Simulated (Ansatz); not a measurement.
**Infrared modes and screening in GaN (wurtzite)**

Measured values to be reproduced:
- ε⁰: 8.9 (low-frequency dielectric constant, quoted measured value; literature value used as a model input; the paper later calls it measured; direction and temperature not stated; quoted in “Temperature dependent photon emission spectra of free excitons in phonon field of GaN”, 2005, arxiv:cond-mat/0501724)
- Raman mode: 567.4 cm⁻¹ (E2(high); Raman spectroscopy, 488 nm, backscattering; bulk reference crystal measured as a calibration; “Dual Optical Marker Raman Characterization of Strained GaN-channels on AlN Using AlN/GaN/AlN Quantum Wells and 15N Isotopes”, 2015, arxiv:1502.00072)
- Raman mode: 734 cm⁻¹ (A1(LO); Raman spectroscopy, 488 nm, backscattering; bulk reference crystal measured as a calibration; LO mode can shift by plasmon coupling if doped, carrier density not given; “Dual Optical Marker Raman Characterization of Strained GaN-channels on AlN Using AlN/GaN/AlN Quantum Wells and 15N Isotopes”, 2015, arxiv:1502.00072)

Perturbation theory with PBEsol in Ansatz on the PBEsol cell, ground state and force constants on a 9×9×4 mesh. Spin-unpolarised throughout.

It is hexagonal, P6_3mc (No. 186); conventional cell a = 3.183 Å, c = 5.185 Å, 11.37 Å³ an atom. Ga is surrounded by 4 N at 1.95 Å; N is surrounded by 4 Ga at 1.95 Å.

```
CELL_PARAMETERS angstrom
3.18260 0.00000 0.00000
-1.59130 2.75622 0.00000
0.00000 0.00000 5.18539
ATOMIC_POSITIONS crystal
Ga 0.33333 0.66667 0.99920
Ga 0.66667 0.33333 0.49920
N 0.33333 0.66667 0.37580
N 0.66667 0.33333 0.87580
```

Optical modes without the longitudinal term:
```
ω (cm⁻¹)  degeneracy  IR intensity, summed over the level ((D/Å)²/amu)
     136           2                                              0.00
     327           1                                              0.00
     522           1                                             29.95
     545           2                                             53.89
     553           2                                              0.00
     678           1                                              0.00
```

The zone-centre optical frequencies run from 136 to 678 cm⁻¹, none imaginary (the rest of the zone wasn't tested). With the long-range field the highest mode reaches 716 cm⁻¹. The program warns that the force constants, and all that is formed from them, aren't settled on this k mesh. Of the real levels 2 are infrared active, the strongest at 545 cm⁻¹.

ε∞: 5.84 along x and y, 6.02 along z. With the ions relaxed, ε⁰ is 10.1 along x and y, 11.2 along z. Born charges, averaged over directions: Ga +2.66, N -2.66 e.

For comparison, on the r2SCAN cell the mean ε∞ is 5.42 with r2SCAN (ground state on 9×9×4; least gap 2.35 eV), 5.82 with PBE (ground state on 9×9×4; least gap 1.93 eV).

Calculation and measurement side by side:
- ε⁰, measured 8.9: PBEsol gives 10.10 along x and y, 11.18 along z.
- Raman mode at 567 cm⁻¹ (E2(high)): the nearest PBEsol mode at Γ lies at 553 cm⁻¹ (-2.5 %).
- Raman mode at 734 cm⁻¹ (A1(LO)): the nearest PBEsol mode at Γ, with the long-range field, lies at 711 cm⁻¹ (-3.1 %).
Reports marked as nanostructured, strained, doped, implanted or mixed samples, and transport gaps, were set aside. Modes are paired by degeneracy and infrared activity, where the label gives them, and frequency; they are harmonic.
